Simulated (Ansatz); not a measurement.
# GaP: the cost of one run

Computed with Ansatz 0.2.0 (DFT PBE, scalar-relativistic, unless a step's input says otherwise).

### 1 The structure to begin with

The structure is cubic, space group F-43m (No. 216). The conventional cell has a = 5.451 Å, b = 5.451 Å, c = 5.451 Å, α = 90.00°, β = 90.00°, γ = 90.00°. Ga (site symmetry -43m) has 4 P at 2.36 Å as nearest neighbours. Around P (site symmetry -43m) lie 4 Ga at 2.36 Å.

Coordinates:

```cif
data_structure
_symmetry_space_group_name_H-M 'P 1'
_symmetry_Int_Tables_number 1
_cell_length_a 3.8541
_cell_length_b 3.8541
_cell_length_c 3.8541
_cell_angle_alpha 60.000
_cell_angle_beta 60.000
_cell_angle_gamma 60.000
_cell_volume 40.48
loop_
_atom_site_label
_atom_site_type_symbol
_atom_site_fract_x
_atom_site_fract_y
_atom_site_fract_z
_atom_site_occupancy
Ga1 Ga 0.00000 0.00000 0.00000 1
P1 P 0.75000 0.75000 0.75000 1
```

Atoms are numbered in the order of the input: Ga1, P2.

### 2 After the deformation

Space group F-43m before, I-4m2 after.

### 3 All-electron LAPW

The input, input.yaml:

```yaml
crystal:
  lattice:
    - [0.0, 2.6434925, 2.72525]
    - [2.6434925, 0.0, 2.72525]
    - [2.6434925, 2.6434925, 0.0]
  atoms:
    - { symbol: Ga, position: [0.0, 0.0, 0.0] }
    - { symbol: P, position: [0.75, 0.75, 0.75] }
kpoints:
  mp_grid: { grid: [10, 10, 10] }
  band_path:
    path:
      - [0.0, 0.0, 0.0]
      - [0.5, 0.0, 0.5]
      - [0.75, 0.25, 0.5]
      - [0.5, 0.5, 0.5]
      - [0.0, 0.0, 0.0]
      - [0.5, 0.5, 0.0]
      - [0.6323875, 0.6323875, 0.264775]
      - [0.3676125, 0.3676125, 0.735225]
      - [0.0, 0.0, 0.0]
    npoints: 5
scf:
  occupations: { method: fermi_dirac, width: 0.05 }
hamiltonian:
  xc: pbe
  pseudopotentials: { kind: all_electron, lapw: { basis_error: 0.0005 } }
output:
  forces: true
  stress: true
  eigenvalues: true
```

On the command line:

```console
> ansatz run input.yaml --threads 1 --pin off --max-ram 3072MiB --backend cpu --events-out ev --progress --plain --runs-dir out
```

What time and memory should one allow on 1 thread of Intel Xeon Platinum 8375C at 2.90GHz (Ice Lake), shared host?

About 32 s, with a peak of 0.44 GiB.
